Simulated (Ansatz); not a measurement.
## Thermal properties of TiB₂ from its phonons

Theory: DFT PBE, scalar-relativistic, plane waves, PAW in Ansatz. Plane waves to 420 eV; Γ-centred k mesh 18×18×14; Fermi-Dirac smearing of 0.15 eV. No spin polarisation. Phonons by linear response, acoustic sum rule imposed.

Equilibrium structure at this level:
```xyz
3
Lattice="3.0327 0.0000 0.0000 -1.5164 2.6264 0.0000 0.0000 0.0000 3.2241" Properties=species:S:1:pos:R:3 pbc="T T T"
Ti    0.0000    0.0000    0.0000
B     0.0000    1.7509    1.6121
B     1.5164    0.8755    1.6121
```

It was relaxed at this level from a cell as deposited in COD. In a metal, frequencies and elastic constants depend on the k mesh and the smearing, soft modes and shear constants most. The q mesh is coarse, so values between its points are rough.

Force constants from linear response on a 3×3×2 q mesh, interpolated to a fine mesh.

Phonon density of states, in bins of 20 cm⁻¹:
bin centre (cm⁻¹), share of modes (%) and a bar:
```
       10        0.0
       30        0.0
       50        0.0
       70        0.0
       90        0.1
      110        0.1
      130        0.2
      150        0.3 #
      170        0.4 #
      190        0.5 #
      210        0.7 ##
      230        1.0 ##
      250        1.5 ####
      270        2.3 ######
      290        4.8 ############
      310        8.4 ####################
      330       12.3 ##############################
      350        0.6 #
      370        0.0
      390        0.0
      410        0.0
      430        0.1
      450        0.4 #
      470        0.7 ##
      490        1.5 ####
      510        5.2 #############
      530        8.2 ####################
      550        8.1 ####################
      570        5.6 ##############
      590        4.4 ###########
      610        2.3 ######
      630        0.9 ##
      650        0.7 ##
      670        0.8 ##
      690        0.9 ##
      710        1.1 ###
      730        1.5 ####
      750        1.4 ###
      770        1.3 ###
      790        1.1 ###
      810        1.5 ####
      830        1.5 ####
      850        2.3 ######
      870        9.7 ########################
      890        5.5 #############
```

Q: What is the zero-point energy per atom?

A: 101.4 meV.

Q: How large are the vibrational entropy and heat capacity at 300 K?

A: S = 1.15 k_B and C_V = 1.77 k_B per atom, 59 % of the Dulong–Petit value.

Q: Tabulate them against temperature.

A:
| T (K) | F_vib (meV/atom) | S (k_B/atom) | C_V (k_B/atom) |
| --- | --- | --- | --- |
| 100 | 101.2 | 0.10 | 0.30 |
| 200 | 98.6 | 0.56 | 1.13 |
| 300 | 91.2 | 1.15 | 1.77 |
| 400 | 78.8 | 1.72 | 2.17 |
| 500 | 61.7 | 2.23 | 2.42 |
| 600 | 40.5 | 2.69 | 2.57 |
| 700 | 15.5 | 3.09 | 2.67 |
| 800 | -12.7 | 3.45 | 2.74 |
| 900 | -43.9 | 3.78 | 2.79 |
| 1000 | -77.8 | 4.08 | 2.83 |
